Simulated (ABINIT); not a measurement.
# LiH (Fm-3m) in ABINIT: equation of state

Aim: energy against volume of LiH in PBE, for its equilibrium volume and stiffness.

Program: ABINIT 10.8.3 (patched build). These are calculated values, not measurements. Logs are shortened: lines on timing, memory, paths and dates and some standing lists are left out, and cuts for length are marked. The log counts tension as positive stress, the text compression.

### Step 1. The crystal as given

It takes space group Fm-3m (No. 225, cubic). The conventional cell has a = 4.074 Å, b = 4.074 Å, c = 4.074 Å, α = 90.00°, β = 90.00°, γ = 90.00°. Around Li (site symmetry m-3m) lie 6 H at 2.04 Å. H (site symmetry m-3m) has 6 Li at 2.04 Å as nearest neighbours.

### Step 2. Equation of state, PBE

run.abi reads:

```
ndtset 7
getwfk -1
scalecart1 3*0.9795861087
scalecart2 3*0.9864848297
scalecart3 3*0.9932883884
scalecart4 3*1.0000000000
scalecart5 3*1.0066227096
scalecart6 3*1.0131594038
scalecart7 3*1.0196128224

pp_dirpath "./"
pseudos "Li.GGA_PBE-JTH.xml, H.GGA_PBE-JTH.xml"

acell 5.4431661338 5.4431661338 5.4431661338
rprim
     0.0000000000     0.7071067812     0.7071067812
     0.7071067812     0.0000000000     0.7071067812
     0.7071067812     0.7071067812     0.0000000000
ntypat 2
znucl 3 1
natom 2
typat 1 2
xred
     0.0000000000     0.0000000000     0.0000000000
     0.5000000000     0.5000000000     0.5000000000

ecut 680.284656 eV
pawecutdg 47.0

kptopt 1
ngkpt 11 11 11
nshiftk 1
shiftk 0.0 0.0 0.0

ixc 11

nband 6
occopt 3
tsmear 0.05 eV

nstep 100
tolvrs 1.0e-9

iomode 3
prtwf 1
prtden 0
prteig 0
prtebands 0
enunit 2
```

Potentials or basis: JTH PAW PBE v2.0.

Launch:

```console
abinit run.abi > log 2>&1
```

run.abo:

```text
.Version 10.8.3 of ABINIT
 DATASET    1 : space group Fm -3 m (#225); Bravais cF (face-center cubic)
================================================================================
 Values of the parameters that define the memory need for DATASET  1.
     intxc =       0    ionmov =       0      iscf =      17    lmnmax =       9
     lnmax =       5     mgfft =      27  mpssoang =       2    mqgrid =    3001
     natom =       2  nloc_mem =       2    nspden =       1   nspinor =       1
    nsppol =       1      nsym =      48    n1xccc =       1    ntypat =       2
    occopt =       3   xclevel =       2
       mpw =         652          nfft =       19683          nkpt =          56
 PAW method is used; the additional fine FFT grid is defined by:
   mgfftf=        36    nfftf =     46656
================================================================================
================================================================================
[... 71 lines left out ...]
 DATASET    7 : space group Fm -3 m (#225); Bravais cF (face-center cubic)
================================================================================
 Values of the parameters that define the memory need for DATASET  7.
     intxc =       0    ionmov =       0      iscf =      17    lmnmax =       9
     lnmax =       5     mgfft =      27  mpssoang =       2    mqgrid =    3001
     natom =       2  nloc_mem =       2    nspden =       1   nspinor =       1
    nsppol =       1      nsym =      48    n1xccc =       1    ntypat =       2
    occopt =       3   xclevel =       2
       mpw =         736          nfft =       19683          nkpt =          56
 PAW method is used; the additional fine FFT grid is defined by:
   mgfftf=        36    nfftf =     46656
================================================================================
================================================================================

--------------------------------------------------------------------------------
------------- Echo of variables that govern the present computation ------------
--------------------------------------------------------------------------------
 -outvars: echo values of preprocessed input variables --------
            acell      5.4431661338E+00  5.4431661338E+00  5.4431661338E+00 Bohr
              amu      6.94100000E+00  1.00794000E+00
             ecut      2.50000000E+01 Hartree
           enunit           2
           getwfk          -1
                       outvar_i_n : Printing only first  50 k-points.
              ixc          11
           jdtset        1    2    3    4    5    6    7
                       outvar_i_n : Printing only first  50 k-points.
         kptrlatt       11    0    0      0   11    0      0    0   11
          kptrlen1     5.86525493E+01
          kptrlen2     5.90656090E+01
          kptrlen3     5.94729709E+01
          kptrlen4     5.98748275E+01
          kptrlen5     6.02713611E+01
          kptrlen6     6.06627445E+01
          kptrlen7     6.10491418E+01
            natom           2
            nband           6
           ndtset           7
            ngfft          27      27      27
          ngfftdg          36      36      36
             nkpt          56
            nstep         100
             nsym          48
           ntypat           2
                       prtocc : prtvol=0, do not print more k-points.
           occopt           3
        pawecutdg      4.70000000E+01 Hartree
         pawxcdev           0
           prtden           0
        prtebands           0
           prteig           0
            rprim1     0.0000000000E+00  6.9267198023E-01  6.9267198023E-01
                       6.9267198023E-01  0.0000000000E+00  6.9267198023E-01
                       6.9267198023E-01  6.9267198023E-01  0.0000000000E+00
            rprim2     0.0000000000E+00  6.9755011263E-01  6.9755011263E-01
                       6.9755011263E-01  0.0000000000E+00  6.9755011263E-01
                       6.9755011263E-01  6.9755011263E-01  0.0000000000E+00
            rprim3     0.0000000000E+00  7.0236095512E-01  7.0236095512E-01
                       7.0236095512E-01  0.0000000000E+00  7.0236095512E-01
                       7.0236095512E-01  7.0236095512E-01  0.0000000000E+00
            rprim4     0.0000000000E+00  7.0710678120E-01  7.0710678120E-01
                       7.0710678120E-01  0.0000000000E+00  7.0710678120E-01
                       7.0710678120E-01  7.0710678120E-01  0.0000000000E+00
            rprim5     0.0000000000E+00  7.1178974407E-01  7.1178974407E-01
                       7.1178974407E-01  0.0000000000E+00  7.1178974407E-01
                       7.1178974407E-01  7.1178974407E-01  0.0000000000E+00
            rprim6     0.0000000000E+00  7.1641188486E-01  7.1641188486E-01
                       7.1641188486E-01  0.0000000000E+00  7.1641188486E-01
                       7.1641188486E-01  7.1641188486E-01  0.0000000000E+00
            rprim7     0.0000000000E+00  7.2097514092E-01  7.2097514092E-01
                       7.2097514092E-01  0.0000000000E+00  7.2097514092E-01
                       7.2097514092E-01  7.2097514092E-01  0.0000000000E+00
          spgroup         225
           tolvrs      1.00000000E-09
           tsmear      1.83746611E-03 Hartree
            typat      1  2
           useylm           1
                       outvars : Printing only first  50 k-points.
           xangst1     0.0000000000E+00  0.0000000000E+00  0.0000000000E+00
                       1.9951720056E+00  1.9951720056E+00  1.9951720056E+00
           xangst2     0.0000000000E+00  0.0000000000E+00  0.0000000000E+00
                       2.0092229756E+00  2.0092229756E+00  2.0092229756E+00
           xangst3     0.0000000000E+00  0.0000000000E+00  0.0000000000E+00
                       2.0230801237E+00  2.0230801237E+00  2.0230801237E+00
           xangst4     0.0000000000E+00  0.0000000000E+00  0.0000000000E+00
                       2.0367499987E+00  2.0367499987E+00  2.0367499987E+00
           xangst5     0.0000000000E+00  0.0000000000E+00  0.0000000000E+00
                       2.0502388024E+00  2.0502388024E+00  2.0502388024E+00
           xangst6     0.0000000000E+00  0.0000000000E+00  0.0000000000E+00
                       2.0635524143E+00  2.0635524143E+00  2.0635524143E+00
           xangst7     0.0000000000E+00  0.0000000000E+00  0.0000000000E+00
                       2.0766964147E+00  2.0766964147E+00  2.0766964147E+00
            xcart1     0.0000000000E+00  0.0000000000E+00  0.0000000000E+00
                       3.7703286646E+00  3.7703286646E+00  3.7703286646E+00
            xcart2     0.0000000000E+00  0.0000000000E+00  0.0000000000E+00
                       3.7968811497E+00  3.7968811497E+00  3.7968811497E+00
            xcart3     0.0000000000E+00  0.0000000000E+00  0.0000000000E+00
                       3.8230673646E+00  3.8230673646E+00  3.8230673646E+00
            xcart4     0.0000000000E+00  0.0000000000E+00  0.0000000000E+00
                       3.8488996844E+00  3.8488996844E+00  3.8488996844E+00
            xcart5     0.0000000000E+00  0.0000000000E+00  0.0000000000E+00
                       3.8743898293E+00  3.8743898293E+00  3.8743898293E+00
            xcart6     0.0000000000E+00  0.0000000000E+00  0.0000000000E+00
                       3.8995489095E+00  3.8995489095E+00  3.8995489095E+00
            xcart7     0.0000000000E+00  0.0000000000E+00  0.0000000000E+00
                       3.9243874704E+00  3.9243874704E+00  3.9243874704E+00
             xred      0.0000000000E+00  0.0000000000E+00  0.0000000000E+00
                       5.0000000000E-01  5.0000000000E-01  5.0000000000E-01
            znucl        3.00000    1.00000

================================================================================

 chkinp: Checking input parameters for consistency, jdtset=   1.

 chkinp: Checking input parameters for consistency, jdtset=   2.
[... 40 lines left out ...]
 getcut: wavevector=  0.0000  0.0000  0.0000  ngfft=  36  36  36
         ecut(hartree)=     47.000   => boxcut(ratio)=   2.18773

--- Pseudopotential description ------------------------------------------------
- pspini: atom type   1  psp file is ./Li.GGA_PBE-JTH.xml
 Pseudopotential format is: paw10
 basis_size (lnmax)=  5 (lmn_size=  9), orbitals=   0   0   0   1   1
 Spheres core radius: rc_sph= 1.60264751
 Shapefunction is BESSEL type: shapef(r,l)=aa(1,l)*jl(q(1,l)*r)+aa(2,l)*jl(q(2,l)*r)
 Radius for shape functions =  1.30023672
 Compensation charge density is not taken into account in XC energy/potential

- pspini: atom type   2  psp file is ./H.GGA_PBE-JTH.xml
 Pseudopotential format is: paw10
 basis_size (lnmax)=  3 (lmn_size=  5), orbitals=   0   0   1
 Spheres core radius: rc_sph= 0.99495033
 Shapefunction is SIN type: shapef(r)=[sin(pi*r/rshp)/(pi*r/rshp)]**2
 Radius for shape functions =  0.79672474
 Compensation charge density is not taken into account in XC energy/potential

   2.40887065E+01                                ecore*ucvol(ha*bohr**3)
--------------------------------------------------------------------------------

[... 1191 lines left out ...]
-Cartesian components of stress tensor (GPa)         [Pressure= -3.4720E+00 GPa]
- sigma(1 1)=  3.47198097E+00  sigma(3 2)=  0.00000000E+00
- sigma(2 2)=  3.47198097E+00  sigma(3 1)=  0.00000000E+00
- sigma(3 3)=  3.47198097E+00  sigma(2 1)=  0.00000000E+00

== END DATASET(S) ==============================================================
================================================================================

 -outvars: echo values of variables after computation  --------
            acell      5.4431661338E+00  5.4431661338E+00  5.4431661338E+00 Bohr
           etotal1    -8.1355481225E+00
           etotal2    -8.1355625835E+00
           etotal3    -8.1355185250E+00
           etotal4    -8.1354238180E+00
           etotal5    -8.1352797341E+00
           etotal6    -8.1350925015E+00
           etotal7    -8.1348641674E+00
            fcart1    -0.0000000000E+00 -0.0000000000E+00 -0.0000000000E+00
                      -0.0000000000E+00 -0.0000000000E+00 -0.0000000000E+00
            fcart2    -0.0000000000E+00 -0.0000000000E+00 -0.0000000000E+00
                      -0.0000000000E+00 -0.0000000000E+00 -0.0000000000E+00
            fcart3    -0.0000000000E+00 -0.0000000000E+00 -0.0000000000E+00
                      -0.0000000000E+00 -0.0000000000E+00 -0.0000000000E+00
            fcart4    -0.0000000000E+00 -0.0000000000E+00 -0.0000000000E+00
                      -0.0000000000E+00 -0.0000000000E+00 -0.0000000000E+00
            fcart5    -0.0000000000E+00 -0.0000000000E+00 -0.0000000000E+00
                      -0.0000000000E+00 -0.0000000000E+00 -0.0000000000E+00
[... 38 lines left out ...]
                       0.0000000000E+00  0.0000000000E+00  0.0000000000E+00
           xangst1     0.0000000000E+00  0.0000000000E+00  0.0000000000E+00
                       1.9951720056E+00  1.9951720056E+00  1.9951720056E+00
           xangst2     0.0000000000E+00  0.0000000000E+00  0.0000000000E+00
                       2.0092229756E+00  2.0092229756E+00  2.0092229756E+00
           xangst3     0.0000000000E+00  0.0000000000E+00  0.0000000000E+00
                       2.0230801237E+00  2.0230801237E+00  2.0230801237E+00
           xangst4     0.0000000000E+00  0.0000000000E+00  0.0000000000E+00
                       2.0367499987E+00  2.0367499987E+00  2.0367499987E+00
           xangst5     0.0000000000E+00  0.0000000000E+00  0.0000000000E+00
                       2.0502388024E+00  2.0502388024E+00  2.0502388024E+00
           xangst6     0.0000000000E+00  0.0000000000E+00  0.0000000000E+00
                       2.0635524143E+00  2.0635524143E+00  2.0635524143E+00
           xangst7     0.0000000000E+00  0.0000000000E+00  0.0000000000E+00
                       2.0766964147E+00  2.0766964147E+00  2.0766964147E+00
             xred      0.0000000000E+00  0.0000000000E+00  0.0000000000E+00
                       5.0000000000E-01  5.0000000000E-01  5.0000000000E-01
 Calculation completed.
```

Wall time 39 s (1 thread of Arm Neoverse V1, shared host); peak memory 0.12 GiB.

What came out:

```yaml
Equilibrium_volume: 8.07 Å³/atom
Bulk_modulus: 36 GPa
Pressure_derivative_of_the_bulk_modulus: 3.1
```

Energy against volume, from the lowest point:
| volume (Å³/atom) | energy (meV/atom) |
| --- | --- |
| 7.942 | 0.20 |
| 8.111 | 0.00 |
| 8.280 | 0.60 |
| 8.449 | 1.89 |
| 8.618 | 3.85 |
| 8.787 | 6.40 |
| 8.956 | 9.50 |

Caveat: pressures at fixed basis lie under the slope of the energies.
